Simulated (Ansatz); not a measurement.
Crystal: ZrB2.

```
CELL_PARAMETERS angstrom
3.17000 0.00000 0.00000
-1.58500 2.74530 0.00000
0.00000 0.00000 3.53300
ATOMIC_POSITIONS crystal
Zr 0.00000 0.00000 0.00000
B 0.66667 0.33333 0.50000
B 0.33333 0.66667 0.50000
```

Base run:

- Program: Ansatz 0.2.0
- Functional: PBEsol
- Potentials or basis: all-electron LAPW, scalar-relativistic
- Cutoff: 255 eV (chosen from the basis error)
- Basis error allowed: 0.002 eV/atom
- k mesh: 10 × 10 × 8
- Occupations: fermi-dirac, width 0.05 eV
- Spin: no spin polarisation
- Hubbard terms: Zr d U = 4 eV

Its results: band gap on the k mesh none (metal or under the smearing width); pressure -0.5 GPa.

The run is repeated on the same cell with these changes: hubbard terms from Zr d U = 4 eV to none. What comes out?

Band gap on the k mesh none (metal or under the smearing width); pressure -4.1 GPa.

Caveats: U is the effective U less J, on atomic orbitals that reach past the spheres (some runs); U without spin polarisation on a metal has little footing (some runs); the U is typed as a test and isn't derived for this compound (some runs).
